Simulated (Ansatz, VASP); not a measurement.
S: VASP beside Ansatz

```
S
1.0
     2.36551    0.00000    0.00000
     0.00000    2.36551    0.00000
     0.00000    0.00000    4.52178
S
1
Direct
  0.00000 0.00000 0.00000
```

Alike in both runs: functional PBE; k mesh 24 × 24 × 12; occupations gaussian, width 0.1 eV; no spin polarisation.

Ansatz relaxed the structure, and its values are those at the end. VASP's run is a single point on that final structure, the one shown.

|  | VASP | Ansatz |
| --- | --- | --- |
| version | VASP 6.6.1 | Ansatz 0.2.0 |
| potentials or method | VASP PAW PBE potentials, release 64 (S) | scalar-relativistic, plane waves, PAW |
| plane-wave cutoff (eV) | 520 | 420 |
| valence electrons in the cell | 6 | 6 |

|  | VASP | Ansatz | Ansatz less VASP |
| --- | --- | --- | --- |
| gap on the k mesh at the Fermi level (eV) | none | none | - |
| pressure (GPa) | -0.2 | 0.0 | +0.16 |

A gap of «none» marks a metal or a gap that the smearing closes. With one functional, cell and mesh, what is left measures potentials, basis and numerics.
